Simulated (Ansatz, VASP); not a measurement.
# One calculation of Mo, two programs

```xyz
1
Lattice="-1.5734 1.5734 1.5734 1.5734 -1.5734 1.5734 1.5734 1.5734 -1.5734" Properties=species:S:1:pos:R:3 pbc="T T T"
Mo    0.0000    0.0000    0.0000
```

Alike in both runs: task relaxation of cell and atoms; functional PBE; k mesh 18 × 18 × 18; occupations gaussian, width 0.1 eV; no spin polarisation.

```csv
,VASP,Ansatz
version,VASP 6.6.1,Ansatz 0.2.0
potentials or method,"VASP PAW PBE potentials, release 64 (Mo_sv)","scalar-relativistic, plane waves, PAW"
plane-wave cutoff (eV),600,420
valence electrons in the cell,14,14
```

|  | VASP | Ansatz | Ansatz less VASP |
| --- | --- | --- | --- |
| gap on the k mesh at the Fermi level, each at its own relaxed structure (eV) | none | none | - |
| relaxed volume (Å³/atom) | 15.81 | 15.78 | -0.023 |
| relaxed cell length with the largest relative difference (Å) | 2.738 | 2.737 | -0.0013 |
| energy change over the relaxation (meV/atom) | -3 | -2 | +0.5 |

A gap of «none» marks a metal or a gap that the smearing closes.

PBE usually gives volumes a little too large and moduli too small. Zero-point motion and thermal expansion aren't in these numbers.
